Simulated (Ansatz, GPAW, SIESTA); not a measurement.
## Sb: 3 runs at one level of theory

```
CELL_PARAMETERS angstrom
3.12240 0.00000 0.00000
0.00000 4.34752 0.00000
-0.03891 0.00000 4.40585
ATOMIC_POSITIONS crystal
Sb 0.01139 0.25000 0.24117
Sb 0.98861 0.75000 0.75883
```

This isn't the form of Sb at room conditions, which is rhombohedral.

Alike in all runs: task single point; functional PBEsol; k mesh 9 × 6 × 6; occupations fermi-dirac, width 0.05 eV; no spin polarisation; no spin-orbit coupling. Pressure is positive in compression and, in plane waves, holds the error of the finite cutoff.

```tsv
program and potentials	plane-wave cutoff (eV)	notes	pressure (GPa)
GPAW, PAW data sets generated for this functional	600	-	?
SIESTA, files PseudoDojo sr-pbesol-0.4.1-standard, DZP (energy shift 0.003 Ry; two zetas on semicore shells)	-	atomic basis	-1.21
Ansatz, all-electron LAPW, scalar-relativistic	-	-	-2.20
```

Task: Estimate from the other rows what the run with GPAW, PAW data sets generated for this functional gave.

Result: Pressure -2.51 GPa. The other rows, which needn't bracket it: pressure -2.20 to -1.21.
